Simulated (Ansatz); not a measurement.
System: Os (fcc type), 1 atom in the cell.

```
Os
1.0
     0.00000    1.92650    1.92650
     1.92650    0.00000    1.92650
     1.92650    1.92650    0.00000
Os
1
Direct
  0.00000 0.00000 0.00000
```

Code and potentials: Ansatz all-electron LAPW. Settings of the plain PBE run: k-mesh 4×4×4 Γ-centred; Fermi–Dirac smearing of 0.15 eV; no spin polarisation; no spin–orbit coupling.

Plain PBE gives:

```yaml
Pressure: 0.67 GPa
```

(1) What changes under PBE with spin–orbit coupling?

## Answers

(1) The pressure increases by 1.004 GPa to 1.679 GPa.

The k-mesh is coarse, so these values belong to this mesh and can lie far from the converged ones. This cubic structure is a model: it isn't the usual form of the substance at ambient conditions, and such phases are metastable or hypothetical.
